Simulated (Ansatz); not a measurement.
# Aluminium, bcc under BLYP: ground state and equation of state, part 2 of 2

What does BLYP give for aluminium in the bcc structure? We relax it, solve it on a dense k-mesh, then scale the cell to 7 volumes from 88 to 112 % of the relaxed one and try a fit of the equation of state. Spin polarisation is left out. The k-meshes are 14×14×14 for the relaxation; 22×22×22 for the dense run; 15×15×15 for the volumes.

Ansatz 0.2.0; DFT, BLYP, plane waves (420 eV) with PAW, scalar-relativistic.

### Step 6. Equation of state: 96 %

This is Al in the bcc structure; at room conditions it is fcc.

Contents of input.yaml:

```yaml
crystal:
  lattice:
    - [-1.6343454916, 1.6343454916, 1.6343454916]
    - [1.6343454916, -1.6343454916, 1.6343454916]
    - [1.6343454916, 1.6343454916, -1.6343454916]
  atoms:
    - { symbol: Al, position: [0.0, 0.0, 0.0] }
hamiltonian:
  xc: blyp
  pseudopotentials:
    kind: paw
    azcp:
      Al: "pseudopotentials/Al.paw.azcp"
basis:
  ecutwfc: 420
  fft_grid_basis: typed
kpoints:
  mp_grid: { grid: [15, 15, 15], shift: [0, 0, 0] }
magnetization:
  spin_polarized: false
scf:
  occupations: { method: fermi_dirac, width: 0.1 }
  lower_state_search: "off"
output:
  stress: true
```

Started as:

```sh
ansatz run input.yaml --threads 2 --pin off --max-ram 5120MiB --backend cpu --events-out ev --progress --plain --runs-dir out
```

What it wrote, cut to the lines that bear on the results:

```text
Warning: RAYON_NUM_THREADS=2 ignored (pool sized by the plan → 2); use --threads N
[...]
Pseudopotentials: kind: paw
Pseudopotential: Al, paw, valence charge 3, recommended cutoff 420 eV (normal), <dir>
Functional definition: BLYP
[...]
Crystal: 1 atoms, lattice volume = 17.462 Å³
Basis set: ecut = 420 eV, 321 PW (Γ), exchange–correlation on 40×40×40 points (8 copies of the dense FFT grid, shifted against one another)
Bands: 6, of which v1, the nominal top of the filled ones, is band 2 counted from 1 (1 counted from 0)
Symmetry: 48 space group operations
Space group: Im-3m (ITA 229), of the structure as read, at distance tolerance 2.6e-5 Å
k-points: 120 of 3375
[...]
SCF iter   1: F=—  HF=-540.422822 eV  |F-HF|=—  |Δ(HF+E_count)|=         —  Δρ=4.48e-3  dr2=3.86e-3  ethr=1.77e-3  ⟨swp⟩=4.8  Hψ=6531  notcnv=0
[...]
SCF iter   6: F=-540.422323 eV  HF=-540.422323 eV  |F-HF|=2.27e-13  |Δ(HF+E_count)|=  6.16e-11  Δρ=2.91e-8  dr2=8.37e-14  ethr=1.00e-12  ⟨swp⟩=1.0  Hψ=1935  notcnv=0
[...]
SCF converged after 6 iterations
Free energy (F): -540.422323 eV
[...]
E sigma→0 (E₀):  -540.414898 eV
Entropy (-TS):   -0.014849 eV (-14.849 meV/atom)
Fermi energy:    7.798537 eV
[...]
--- Stress (GPa, compression-positive) ---
        2.072769       0.000000       0.000000
       -0.000000       2.072769      -0.000000
       -0.000000       0.000000       2.072769
  P = ⅓ Tr σ = 2.0728 GPa (20.728 kbar)
```

Run time: 0.91 s. Hardware: 2 threads of Arm Neoverse V1, shared host; peak memory 0.24 GiB.

### Step 7. Equation of state: 100 %

input.yaml: that of step 6 with these lines changed.

```diff
@@ -2,5 +2,5 @@
   lattice:
-    - [-1.6343454916, 1.6343454916, 1.6343454916]
-    - [1.6343454916, -1.6343454916, 1.6343454916]
-    - [1.6343454916, 1.6343454916, -1.6343454916]
+    - [-1.6567365684, 1.6567365684, 1.6567365684]
+    - [1.6567365684, -1.6567365684, 1.6567365684]
+    - [1.6567365684, 1.6567365684, -1.6567365684]
   atoms:
```

Started as:

```sh
ansatz run input.yaml --threads 2 --pin off --max-ram 5120MiB --backend cpu --events-out ev --progress --plain --runs-dir out
```

What it wrote, cut to the lines that bear on the results:

```text
Warning: RAYON_NUM_THREADS=2 ignored (pool sized by the plan → 2); use --threads N
[...]
[... 3 set-up lines as earlier in the session ...]
[...]
Crystal: 1 atoms, lattice volume = 18.189 Å³
Basis set: ecut = 420 eV, 369 PW (Γ), exchange–correlation on 40×40×40 points (8 copies of the dense FFT grid, shifted against one another)
Bands: 6, of which v1, the nominal top of the filled ones, is band 2 counted from 1 (1 counted from 0)
[... 2 set-up lines as earlier in the session ...]
k-points: 120 of 3375
[...]
SCF iter   1: F=—  HF=-540.427300 eV  |F-HF|=—  |Δ(HF+E_count)|=         —  Δρ=4.59e-3  dr2=4.34e-3  ethr=1.77e-3  ⟨swp⟩=4.8  Hψ=6513  notcnv=0
[...]
SCF iter   6: F=-540.426755 eV  HF=-540.426755 eV  |F-HF|=2.27e-13  |Δ(HF+E_count)|=  8.96e-11  Δρ=3.05e-8  dr2=9.75e-14  ethr=1.06e-12  ⟨swp⟩=1.0  Hψ=1940  notcnv=0
[...]
SCF converged after 6 iterations
Free energy (F): -540.426755 eV
[...]
E sigma→0 (E₀):  -540.419144 eV
Entropy (-TS):   -0.015223 eV (-15.223 meV/atom)
Fermi energy:    7.385598 eV
[...]
--- Stress (GPa, compression-positive) ---
       -0.039440      -0.000000      -0.000000
       -0.000000      -0.039440       0.000000
        0.000000       0.000000      -0.039440
  P = ⅓ Tr σ = -0.0394 GPa (-0.394 kbar)
```

It took 0.75 s on 2 threads of Arm Neoverse V1, shared host; peak memory 0.24 GiB.

### Step 8. Equation of state: 104 %

input.yaml: that of step 7 with these lines changed.

```diff
@@ -2,5 +2,5 @@
   lattice:
-    - [-1.6567365684, 1.6567365684, 1.6567365684]
-    - [1.6567365684, -1.6567365684, 1.6567365684]
-    - [1.6567365684, 1.6567365684, -1.6567365684]
+    - [-1.6785382339, 1.6785382339, 1.6785382339]
+    - [1.6785382339, -1.6785382339, 1.6785382339]
+    - [1.6785382339, 1.6785382339, -1.6785382339]
   atoms:
@@ -25 +25,5 @@
   stress: true
+  write_density: true
+  write_potential: true
+  elf: true
+  volumetric_format: npy
```

Started as:

```sh
ansatz run input.yaml --threads 2 --pin off --max-ram 5120MiB --backend cpu --events-out ev --progress --plain --runs-dir out
```

What it wrote, cut to the lines that bear on the results:

```text
Warning: RAYON_NUM_THREADS=2 ignored (pool sized by the plan → 2); use --threads N
[...]
[... 3 set-up lines as earlier in the session ...]
[...]
Crystal: 1 atoms, lattice volume = 18.917 Å³
Basis set: ecut = 420 eV, 369 PW (Γ), exchange–correlation on 40×40×40 points (8 copies of the dense FFT grid, shifted against one another)
Bands: 6, of which v1, the nominal top of the filled ones, is band 2 counted from 1 (1 counted from 0)
[... 1 set-up line as earlier in the session ...]
Space group: Im-3m (ITA 229), of the structure as read, at distance tolerance 2.7e-5 Å
k-points: 120 of 3375
[...]
SCF iter   1: F=—  HF=-540.423244 eV  |F-HF|=—  |Δ(HF+E_count)|=         —  Δρ=4.68e-3  dr2=4.82e-3  ethr=1.77e-3  ⟨swp⟩=4.9  Hψ=6552  notcnv=0
[...]
SCF iter   6: F=-540.422637 eV  HF=-540.422637 eV  |F-HF|=2.27e-13  |Δ(HF+E_count)|=  7.78e-11  Δρ=3.23e-8  dr2=1.20e-13  ethr=1.07e-12  ⟨swp⟩=3.8  Hψ=2745  notcnv=0
[...]
SCF converged after 6 iterations
Free energy (F): -540.422637 eV
[...]
E sigma→0 (E₀):  -540.414849 eV
Entropy (-TS):   -0.015576 eV (-15.576 meV/atom)
Fermi energy:    7.001977 eV
[...]
--- Stress (GPa, compression-positive) ---
       -1.708681      -0.000000      -0.000000
       -0.000000      -1.708681      -0.000000
        0.000000      -0.000000      -1.708681
  P = ⅓ Tr σ = -1.7087 GPa (-17.087 kbar)
--- Band table (eV; the first three rows and the last of 120) ---
  k-point 0: bands = ["-3.1406", "19.2894", "19.2894", "19.2894", "19.5458", "19.5458"]
[...]
```

Run time: 0.9 s. Hardware: 2 threads of Arm Neoverse V1, shared host; peak memory 0.25 GiB.

The maps below are laid out on this run's own conventional cell (a, b, c = 3.357, 3.357, 3.357 Å).

Density in a lattice plane of the grid's cell (edges 3.36 and 3.36 Å, at 0.000 of the third edge), which holds Al.

Ten even steps from '0' (0.07 e/Å³) to '9' (0.20 e/Å³):
```
001257998654445689975210
112468997654445679986421
345689987654445678998654
678999986544444568999987
899999876544444567899999
999887765544444556778899
777766555444444455566777
555555444444444444455555
444444444444444444444444
444444444444444444444444
444444444444444444444444
555555444444444444455555
777766555444444455566777
999887765544444556778899
899999876544444567899999
678999986544444568999987
345689987654445678998654
112468997654445679986421
001257998654445689975210
000247898654445689874200
```
Columns run along the first of these edges and rows up along the second, over one cell in 24 and 20 even steps from the bottom left corner. Atoms in the plane (fractional): Al at (0.00, 0.00).

ELF in the same plane.

Values, 12 rows by 12 columns:
```
0.24 0.11 0.24 0.55 0.56 0.41 0.33 0.41 0.56 0.55 0.24 0.11
0.12 0.24 0.51 0.63 0.54 0.40 0.33 0.40 0.54 0.63 0.52 0.24
0.50 0.55 0.63 0.59 0.48 0.38 0.33 0.38 0.48 0.59 0.63 0.55
0.57 0.56 0.54 0.48 0.41 0.35 0.33 0.35 0.41 0.48 0.54 0.56
0.41 0.41 0.40 0.38 0.35 0.34 0.33 0.34 0.35 0.38 0.40 0.41
0.33 0.33 0.33 0.33 0.33 0.33 0.33 0.33 0.33 0.33 0.33 0.33
0.41 0.41 0.40 0.38 0.35 0.34 0.33 0.34 0.35 0.38 0.40 0.41
0.57 0.56 0.54 0.48 0.41 0.35 0.33 0.35 0.41 0.48 0.54 0.56
0.50 0.55 0.63 0.59 0.48 0.38 0.33 0.38 0.48 0.59 0.63 0.55
0.12 0.24 0.52 0.63 0.54 0.40 0.33 0.40 0.54 0.63 0.51 0.24
0.24 0.11 0.24 0.55 0.56 0.41 0.33 0.41 0.56 0.55 0.24 0.11
0.53 0.24 0.12 0.50 0.57 0.41 0.33 0.41 0.57 0.50 0.12 0.24
```
Columns run along the first of these edges and rows up along the second, over one cell in 12 and 12 even steps from the bottom left corner. Atoms in the plane (fractional): Al at (0.00, 0.00).

Both are smooth fields of the valence electrons: close to the nuclei they are not physical.

Maxima of ELF outside the ion cores: 0.69 on the Al–Al line, 1.0 Å from Al.

### Step 9. Equation of state: 108 %

input.yaml: that of step 8 with these lines changed.

```diff
@@ -2,5 +2,5 @@
   lattice:
-    - [-1.6785382339, 1.6785382339, 1.6785382339]
-    - [1.6785382339, -1.6785382339, 1.6785382339]
-    - [1.6785382339, 1.6785382339, -1.6785382339]
+    - [-1.6997878092, 1.6997878092, 1.6997878092]
+    - [1.6997878092, -1.6997878092, 1.6997878092]
+    - [1.6997878092, 1.6997878092, -1.6997878092]
   atoms:
```

Started as:

```sh
ansatz run input.yaml --threads 2 --pin off --max-ram 5120MiB --backend cpu --events-out ev --progress --plain --runs-dir out
```

What it wrote, cut to the lines that bear on the results:

```text
Warning: RAYON_NUM_THREADS=2 ignored (pool sized by the plan → 2); use --threads N
[...]
[... 3 set-up lines as earlier in the session ...]
[...]
Crystal: 1 atoms, lattice volume = 19.645 Å³
Basis set: ecut = 420 eV, 381 PW (Γ), exchange–correlation on 40×40×40 points (8 copies of the dense FFT grid, shifted against one another)
Bands: 6, of which v1, the nominal top of the filled ones, is band 2 counted from 1 (1 counted from 0)
[... 2 set-up lines as earlier in the session ...]
k-points: 120 of 3375
[...]
SCF iter   1: F=—  HF=-540.412451 eV  |F-HF|=—  |Δ(HF+E_count)|=         —  Δρ=4.77e-3  dr2=5.32e-3  ethr=1.77e-3  ⟨swp⟩=4.8  Hψ=6580  notcnv=0
[...]
SCF iter   6: F=-540.411774 eV  HF=-540.411774 eV  |F-HF|=2.27e-13  |Δ(HF+E_count)|=  9.97e-11  Δρ=3.36e-8  dr2=1.36e-13  ethr=1.18e-12  ⟨swp⟩=3.7  Hψ=2707  notcnv=0
[...]
SCF converged after 6 iterations
Free energy (F): -540.411774 eV
[...]
E sigma→0 (E₀):  -540.403804 eV
Entropy (-TS):   -0.015940 eV (-15.940 meV/atom)
Fermi energy:    6.645256 eV
[...]
--- Stress (GPa, compression-positive) ---
       -3.023020       0.000000       0.000000
        0.000000      -3.023020       0.000000
        0.000000      -0.000000      -3.023020
  P = ⅓ Tr σ = -3.0230 GPa (-30.230 kbar)
--- Band table (eV; the first three rows and the last of 120) ---
  k-point 0: bands = ["-3.2513", "18.7148", "18.7148", "18.7148", "18.7368", "18.7368"]
[...]
```

It took 1.1 s on 2 threads of Arm Neoverse V1, shared host; peak memory 0.25 GiB.

### Step 10. Equation of state: 112 %

input.yaml: that of step 9 with these lines changed.

```diff
@@ -2,5 +2,5 @@
   lattice:
-    - [-1.6997878092, 1.6997878092, 1.6997878092]
-    - [1.6997878092, -1.6997878092, 1.6997878092]
-    - [1.6997878092, 1.6997878092, -1.6997878092]
+    - [-1.7205189719, 1.7205189719, 1.7205189719]
+    - [1.7205189719, -1.7205189719, 1.7205189719]
+    - [1.7205189719, 1.7205189719, -1.7205189719]
   atoms:
@@ -25,5 +25 @@
   stress: true
-  write_density: true
-  write_potential: true
-  elf: true
-  volumetric_format: npy
```

Started as:

```sh
ansatz run input.yaml --threads 2 --pin off --max-ram 5120MiB --backend cpu --events-out ev --progress --plain --runs-dir out
```

What it wrote, cut to the lines that bear on the results:

```text
Warning: RAYON_NUM_THREADS=2 ignored (pool sized by the plan → 2); use --threads N
[...]
[... 3 set-up lines as earlier in the session ...]
[...]
Crystal: 1 atoms, lattice volume = 20.372 Å³
Basis set: ecut = 420 eV, 381 PW (Γ), exchange–correlation on 40×40×40 points (8 copies of the dense FFT grid, shifted against one another)
Bands: 6, of which v1, the nominal top of the filled ones, is band 2 counted from 1 (1 counted from 0)
[... 2 set-up lines as earlier in the session ...]
k-points: 120 of 3375
[...]
SCF iter   1: F=—  HF=-540.396367 eV  |F-HF|=—  |Δ(HF+E_count)|=         —  Δρ=4.85e-3  dr2=5.87e-3  ethr=1.77e-3  ⟨swp⟩=4.8  Hψ=6645  notcnv=0
[...]
SCF iter   6: F=-540.395607 eV  HF=-540.395607 eV  |F-HF|=4.55e-13  |Δ(HF+E_count)|=  1.18e-10  Δρ=3.39e-8  dr2=1.40e-13  ethr=1.27e-12  ⟨swp⟩=1.0  Hψ=1949  notcnv=0
[...]
SCF converged after 6 iterations
Free energy (F): -540.395607 eV
[...]
E sigma→0 (E₀):  -540.387441 eV
Entropy (-TS):   -0.016332 eV (-16.332 meV/atom)
Fermi energy:    6.312975 eV
[...]
--- Stress (GPa, compression-positive) ---
       -4.057170      -0.000000      -0.000000
       -0.000000      -4.057170       0.000000
        0.000000       0.000000      -4.057170
  P = ⅓ Tr σ = -4.0572 GPa (-40.572 kbar)
```

Run time: 1.4 s. Hardware: 2 threads of Arm Neoverse V1, shared host; peak memory 0.24 GiB.

### Step 11. Energy and pressure against volume

All volumes keep the relaxed shape and fractional coordinates.

```
V (Å³/atom)  E − E₀ (meV/atom)  P from the stress (GPa)  P from the fit (GPa)
     16.007               48.0                     8.13                  8.08
     16.734               19.3                     4.74                  4.69
     17.462                4.2                     2.07                  2.03
     18.189                0.0                    -0.04                 -0.08
     18.917                4.3                    -1.71                 -1.75
     19.645               15.3                    -3.02                 -3.06
     20.372               31.7                    -4.06                 -4.11
```

Fit (Birch-Murnaghan, third order): V₀ = 18.159 Å³/atom, B₀ = 47 GPa, B₀′ = 4.8, largest residual 0.01 meV/atom.

### Step 12. Summary of results

This closing draws on all 2 parts.

| quantity | value |
| --- | --- |
| space group (spins left aside) | Im-3m (No. 229) |
| conventional cell | a = 3.313 Å |
| volume | 18.189 Å³/atom |
| shortest distance | 2.870 Å |
| gap on the mesh | none (levels filled in part) |
| relative to fcc | +84 meV/atom |
| V₀, B₀, B₀′ | 18.159 Å³/atom, 47 GPa, 4.8 |

**Reading.** From the guessed start the volume grew by 9.6 % in 7 steps. It lies 84 meV/atom above the element's reference form at the same level (fcc, from a run of its own). Levels at the Fermi energy are filled in part, as in a metal. The fitted modulus is 47 GPa. Relaxation kept the symmetry; phonons were not checked.
